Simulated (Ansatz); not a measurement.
# InSe: the cost of one run

Computed with Ansatz 0.2.0 (DFT PBEsol, scalar-relativistic, plane waves, PAW, unless a step's input says otherwise).

The COD entry's cell or inner coordinates are ideal or old and differ from later refinements, so a difference from it is no clean test against experiment.

3 further runs of the same task are left out: 3 that didn't finish.

## (1) The structure to begin with

Symmetry: R3m, No. 160, trigonal system. The conventional cell has a = 4.000 Å, b = 4.000 Å, c = 25.320 Å, α = 90.00°, β = 90.00°, γ = 120.00°. Around In (site symmetry 3m) lie 3 Se at 2.64 Å and 1 In at 2.82 Å. In (site symmetry 3m) has 3 Se at 2.63 Å and 1 In at 2.82 Å as nearest neighbours. Se (site symmetry 3m) is surrounded by 3 In at 2.64 Å. Se (site symmetry 3m) is surrounded by 3 In at 2.63 Å.

As a file:

```
In Se
1.0
     2.00000    1.15470    8.44000
    -2.00000    1.15470    8.44000
     0.00000   -2.30940    8.44000
In Se
2 2
Direct
  0.00000 0.00000 0.00000
  0.11140 0.11140 0.11140
  0.61650 0.61650 0.61650
  0.82810 0.82810 0.82810
```

Source of the structure: the Crystallography Open Database.

(A quick probe on a coarse mesh, which set the mesh and smearing, is not shown.)

## (3) The relaxation

input.yaml

```yaml
crystal:
  lattice:
    - [2.0, 1.1547005384, 8.44]
    - [-2.0, 1.1547005384, 8.44]
    - [0.0, -2.3094010768, 8.44]
  atoms:
    - { symbol: In, position: [0.0, 0.0, 0.0] }
    - { symbol: In, position: [0.1114, 0.1114, 0.1114] }
    - { symbol: Se, position: [0.6165, 0.6165, 0.6165] }
    - { symbol: Se, position: [0.8281, 0.8281, 0.8281] }
basis:
  ecutwfc: 420
kpoints:
  mp_grid: { grid: [12, 12, 12] }
hamiltonian:
  xc: pbesol
scf:
  occupations: { method: gaussian, width: 0.02 }
output:
  forces: true
  stress: true
  eigenvalues: true
relax:
  adjacent_minimum: "off"
  f_tol: 0.005
  max_steps: 80
  cell: { stress_tol: 0.05 }
```

The run is started by

```bash
$ ansatz run input.yaml --threads 1 --pin off --max-ram 3072MiB --backend cpu --events-out ev --progress --plain --runs-dir out
```

Q: Estimate wall time and peak memory on 1 thread of AMD EPYC 9R45 (Zen 5), shared host.

About 1.9 min, with a peak of 0.87 GiB.
